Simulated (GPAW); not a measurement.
Runs of GPAW 26.7.0 on TiAl. The structure is cubic, space group Pm-3m (No. 221). Conventional cell: a = 3.179 Å, b = 3.179 Å, c = 3.179 Å, α = 90.00°, β = 90.00°, γ = 90.00°. Ti (site symmetry m-3m) is surrounded by 8 Al at 2.75 Å. Al (site symmetry m-3m) has 8 Ti at 2.75 Å as nearest neighbours. The cell comes from a database or a generator and needn't be the stable form of this composition.

| level | gap on the mesh (eV) | pressure (GPa) | relaxed volume (Å³/atom) |
| --- | --- | --- | --- |
| PBEsol | none | 0.0 | (a) |
| PBEsol+D3(BJ)+ATM | none | 0.0 | 15.20 |
| PBEsol+D4 | none | 0.1 | 15.49 |
| PBEsol+D3(BJ) | none | 0.0 | 15.09 |
| PBEsol+D3 | none | 0.0 | (b) |

Alike in all rows: task relaxation of cell and atoms; potentials or basis PAW data sets generated in the run's folder for this functional, pw; no spin polarisation; cell relaxed; k mesh 8 × 8 × 8; cutoff (eV) 600; smearing fermi-dirac 0.05 eV.

Problem. Estimate the missing entries.

Solution. (a) 15.72; (b) 15.27.

Caveats: later steps reuse the first step's grids; pairwise dispersion overbinds metals, which lowers pressure and volume (some runs).

A gap of «none» marks a metal or a gap under the smearing width.
